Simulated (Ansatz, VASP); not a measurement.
## Al2O3: VASP beside Ansatz

INCAR

```
ALGO = Normal
EDIFF = 1E-6
ENCUT = 520
GGA = PE
ISIF = 2
ISMEAR = 0
IVDW = 12
LASPH = True
LCHARG = True
LELF = True
LREAL = False
LVHAR = True
LWAVE = False
NBANDS = 20
NELM = 100
PREC = Accurate
SIGMA = 0.05
```

Contents of KPOINTS:

```
k-points
0
Gamma
  12 12 4
```

Contents of POSCAR:

```
Al2O3
1.0
    3.0174825440      0.0000000000      0.0000000000
   -1.5087412720      2.6132165386      0.0000000000
    0.0000000000      0.0000000000      7.5746360022
Al O
2 3
Direct
    0.0000000000      0.0000000000      0.2779510000
    0.0000000000      0.0000000000      0.7220490000
    0.3333333333      0.6666666667      0.1994540000
    0.6666666667      0.3333333333      0.8005460000
    0.0000000000      0.0000000000      0.5000000000
```

Input for Ansatz:

```yaml
crystal:
  lattice:
    - [3.017482544, 0.0, 0.0]
    - [-1.508741272, 2.6132165386, 0.0]
    - [0.0, 0.0, 7.5746360022]
  atoms:
    - { symbol: Al, position: [0.0, 0.0, 0.277951] }
    - { symbol: Al, position: [0.0, 0.0, 0.722049] }
    - { symbol: O, position: [0.3333333333, 0.6666666667, 0.199454] }
    - { symbol: O, position: [0.6666666667, 0.3333333333, 0.800546] }
    - { symbol: O, position: [0.0, 0.0, 0.5] }
basis:
  ecutwfc: 420
kpoints:
  mp_grid: { grid: [12, 12, 4] }
hamiltonian:
  xc: pbe
  dispersion: d3bj
scf:
  occupations: { method: gaussian, width: 0.05 }
output:
  forces: true
  stress: true
  eigenvalues: true
```

Measurements of this composition are mostly on another form, of space group No. 167.

Alike in both runs: task single point; functional PBE; dispersion D3(BJ); k mesh 12 × 12 × 4; occupations gaussian, width 0.05 eV; no spin polarisation.

```csv
,VASP,Ansatz
version,VASP 6.6.1,Ansatz 0.2.0
potentials or method,"VASP PAW PBE potentials, release 64 (Al, O)","scalar-relativistic, plane waves, PAW"
plane-wave cutoff (eV),520,420
valence electrons in the cell,24,24
```

|  | VASP | Ansatz | Ansatz less VASP |
| --- | --- | --- | --- |
| gap on the k mesh at the Fermi level (eV) | 2.29 | 2.30 | +0.013 |
| least direct gap on the mesh (eV) | 2.29 | 2.30 | +0.013 |
| pressure (GPa) | -2.9 | -2.9 | +0.01 |
| largest component of the traceless stress (GPa) | 0.22 | 0.02 | -0.202 |
| rms of the force components (eV/Å) | 0.047 | 0.058 | +0.0116 |

Atom by atom the forces differ by 0.018 eV/Å (rms over components).

A k mesh can miss the band edges. A hybrid or GW would open this gap; PBE tends to underestimate it.
